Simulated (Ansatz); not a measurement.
This LiS₁₂ structure is the end of a relaxation. The cell was found from a structure generator's guess, not taken from experiment.

Computed with DFT PBE+D3(BJ), scalar-relativistic, plane waves, PAW (Ansatz). Cutoff 420 eV, Γ-centred mesh, Gaussian smearing, no spin polarisation.

```yaml
crystal:
  lattice:
    - [7.32412, 0.00000, 0.00000]
    - [-3.66206, 6.34287, 0.00000]
    - [0.00000, 0.00000, 8.24500]
  atoms:
    - { symbol: Li, position: [0.00000, 0.00000, 0.00000] }
    - { symbol: S, position: [0.00000, 0.74075, 0.79140] }
    - { symbol: S, position: [0.74075, 0.00000, 0.79140] }
    - { symbol: S, position: [0.25925, 0.25925, 0.79140] }
    - { symbol: S, position: [0.73369, 0.73369, 0.68911] }
    - { symbol: S, position: [0.26631, 0.00000, 0.68911] }
    - { symbol: S, position: [0.00000, 0.26631, 0.68911] }
    - { symbol: S, position: [0.00000, 0.73369, 0.31089] }
    - { symbol: S, position: [0.73369, 0.00000, 0.31089] }
    - { symbol: S, position: [0.26631, 0.26631, 0.31089] }
    - { symbol: S, position: [0.74075, 0.74075, 0.20860] }
    - { symbol: S, position: [0.25925, 0.00000, 0.20860] }
    - { symbol: S, position: [0.00000, 0.25925, 0.20860] }
```

Energies over the elements count from the elements' standard structures at the same level, with no fitted energy shifts.

(1) What space group does it have?

(2) What is its formation energy per atom?

(3) Is it a metal?

## Answers

(1) P-31m (No. 162). Conventional cell: a = 7.324 Å, c = 8.245 Å. Li has 6 S at 2.56 Å and 6 S at 3.22 Å; around S on its first site lie 2 S at 2.10 Å and 1 Li at 2.56 Å; around S on its second site lie 2 S at 2.10 Å and 1 Li at 3.22 Å.

(2) +0.05 eV/atom. A positive value: parting into the elements would lower its energy.

(3) Yes, bands cross the Fermi level on the 6×6×6 mesh.

The last run used a 6×6×6 mesh for its 13-atom cell and Gaussian smearing of 0.10 eV. An odd number of electrons in the primitive cell allows no gap without spin; a larger cell or a magnetic state could open one. Symmetry constrained the relaxation, so the result can be a saddle point.
